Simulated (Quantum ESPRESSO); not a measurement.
Input of a Quantum ESPRESSO 7.5 run:

The input pw.in:

```
&CONTROL
  calculation = 'scf'
  prefix = 'pwscf'
  outdir = './tmp'
  pseudo_dir = './pseudo'
  tprnfor = .true.
  tstress = .true.
  disk_io = 'low'
/
&SYSTEM
  ibrav = 0
  celldm(1) = 8
  nat = 2
  ntyp = 1
  ecutwfc = 68
  ecutrho = 544
  nbnd = 21
  occupations = 'smearing'
  smearing = 'fd'
  degauss = 0.00367493
/
&ELECTRONS
  conv_thr = 4d-10
  electron_maxstep = 120
  mixing_beta = 0.5
/
ATOMIC_SPECIES
Sn   118.7100 sn_pbesol_v1.4.uspp.F.UPF
CELL_PARAMETERS alat
 -0.6945075285562   0.6945075285562   0.3777803436988
  0.6945075285562  -0.6945075285562   0.3777803436988
  0.6945075285562   0.6945075285562  -0.3777803436988
ATOMIC_POSITIONS crystal
Sn     0.0000000000    0.0000000000    0.0000000000
Sn     0.7500000000    0.2500000000    0.5000000000
K_POINTS automatic
9 9 9 0 0 0
```

The input bands.in:

```
&CONTROL
  calculation = 'bands'
  prefix = 'pwscf'
  outdir = './tmp'
  pseudo_dir = './pseudo'
  disk_io = 'low'
  verbosity = 'high'
/
&SYSTEM
  ibrav = 0
  celldm(1) = 8
  nat = 2
  ntyp = 1
  ecutwfc = 68
  ecutrho = 544
  nbnd = 21
  occupations = 'smearing'
  smearing = 'fd'
  degauss = 0.00367493
/
&ELECTRONS
  conv_thr = 1d-08
  electron_maxstep = 120
  mixing_beta = 0.5
  diago_full_acc = .true.
  startingwfc = 'random'
/
ATOMIC_SPECIES
Sn   118.7100 sn_pbesol_v1.4.uspp.F.UPF
CELL_PARAMETERS alat
 -0.6945075285562   0.6945075285562   0.3777803436988
  0.6945075285562  -0.6945075285562   0.3777803436988
  0.6945075285562   0.6945075285562  -0.3777803436988
ATOMIC_POSITIONS crystal
Sn     0.0000000000    0.0000000000    0.0000000000
Sn     0.7500000000    0.2500000000    0.5000000000
K_POINTS crystal
60
 0.0000000000  0.0000000000  0.0000000000 1
 0.0000000000  0.0000000000  0.1000000000 1
 0.0000000000  0.0000000000  0.2000000000 1
 0.0000000000  0.0000000000  0.3000000000 1
 0.0000000000  0.0000000000  0.4000000000 1
 0.0000000000  0.0000000000  0.5000000000 1
-0.1000000000  0.1000000000  0.5000000000 1
-0.2000000000  0.2000000000  0.5000000000 1
-0.3000000000  0.3000000000  0.5000000000 1
-0.4000000000  0.4000000000  0.5000000000 1
-0.5000000000  0.5000000000  0.5000000000 1
-0.4375000000  0.4375000000  0.4375000000 1
-0.3750000000  0.3750000000  0.3750000000 1
-0.3125000000  0.3125000000  0.3125000000 1
-0.2500000000  0.2500000000  0.2500000000 1
-0.1875000000  0.1875000000  0.1875000000 1
-0.1250000000  0.1250000000  0.1250000000 1
-0.0625000000  0.0625000000  0.0625000000 1
 0.0000000000  0.0000000000  0.0000000000 1
 0.0323971565  0.0323971565 -0.0323971565 1
 0.0647943130  0.0647943130 -0.0647943130 1
 0.0971914695  0.0971914695 -0.0971914695 1
 0.1295886260  0.1295886260 -0.1295886260 1
 0.1619857825  0.1619857825 -0.1619857825 1
 0.1943829391  0.1943829391 -0.1943829391 1
 0.2267800956  0.2267800956 -0.2267800956 1
 0.2591772521  0.2591772521 -0.2591772521 1
 0.2915744086  0.2915744086 -0.2915744086 1
 0.3239715651  0.3239715651 -0.3239715651 1
 0.3116429709  0.3116429709 -0.2283096376 1
 0.2993143767  0.2993143767 -0.1326477101 1
 0.2869857825  0.2869857825 -0.0369857825 1
 0.2746571884  0.2746571884  0.0586761450 1
 0.2623285942  0.2623285942  0.1543380725 1
 0.2500000000  0.2500000000  0.2500000000 1
 0.1875000000  0.3125000000  0.1875000000 1
 0.1250000000  0.3750000000  0.1250000000 1
 0.0625000000  0.4375000000  0.0625000000 1
 0.0000000000  0.5000000000  0.0000000000 1
-0.0647943130  0.5352056870  0.0647943130 1
-0.1295886260  0.5704113740  0.1295886260 1
-0.1943829391  0.6056170609  0.1943829391 1
-0.2591772521  0.6408227479  0.2591772521 1
-0.3239715651  0.6760284349  0.3239715651 1
-0.3533096376  0.6466903624  0.3533096376 1
-0.3826477101  0.6173522899  0.3826477101 1
-0.4119857825  0.5880142175  0.4119857825 1
-0.4413238550  0.5586761450  0.4413238550 1
-0.4706619275  0.5293380725  0.4706619275 1
-0.5000000000  0.5000000000  0.5000000000 1
 0.0000000000  0.0000000000  0.5000000000 1
 0.0277777778  0.0277777778  0.4722222222 1
 0.0555555556  0.0555555556  0.4444444444 1
 0.0833333333  0.0833333333  0.4166666667 1
 0.1111111111  0.1111111111  0.3888888889 1
 0.1388888889  0.1388888889  0.3611111111 1
 0.1666666667  0.1666666667  0.3333333333 1
 0.1944444444  0.1944444444  0.3055555556 1
 0.2222222222  0.2222222222  0.2777777778 1
 0.2500000000  0.2500000000  0.2500000000 1
```

Potentials or basis: GBRV 1.5 PBEsol.

Run with:

```bash
$ OMP_NUM_THREADS=1 mpirun -n 2 pw.x -nk 2 -in pw.in > pw.out
$ OMP_NUM_THREADS=1 mpirun -n 2 pw.x -nk 2 -in bands.in > bands.out
```

Q: Predict the band gap on the k mesh.

A: None (metal or under the smearing width).

Q: Estimate the pressure.

A: -1.7 GPa.

Levels at the corners of the path, in eV from the Fermi level:
| point | band 12 | band 13 | band 14 | band 15 | band 16 | band 17 |
| --- | --- | --- | --- | --- | --- | --- |
| Γ | -3.73 | -1.94 | -1.94 | 2.97 | 6.12 | 6.12 |
| X | -8.81 | 0.59 | 0.59 | 1.51 | 1.51 | 5.96 |
| M | -7.53 | -4.72 | -4.72 | 5.00 | 5.00 | 9.17 |
| Γ | -3.73 | -1.94 | -1.94 | 2.97 | 6.12 | 6.12 |
| Z | -5.57 | -2.99 | -2.85 | -2.85 | 2.96 | 5.50 |
| P | -5.96 | -3.46 | -3.46 | 3.52 | 3.52 | 3.86 |
| N | -5.35 | -2.35 | -1.67 | -1.11 | 2.25 | 2.80 |
| Z1 | -5.57 | -2.99 | -2.85 | -2.85 | 2.96 | 5.50 |
| M | -7.53 | -4.72 | -4.72 | 5.00 | 5.00 | 9.17 |
| X | -8.81 | 0.59 | 0.59 | 1.51 | 1.51 | 5.96 |
| P | -5.96 | -3.46 | -3.46 | 3.52 | 3.52 | 3.86 |

Caveat: some levels on the path didn't converge; spin-orbit coupling is left out, which moves the levels of the heavy elements.
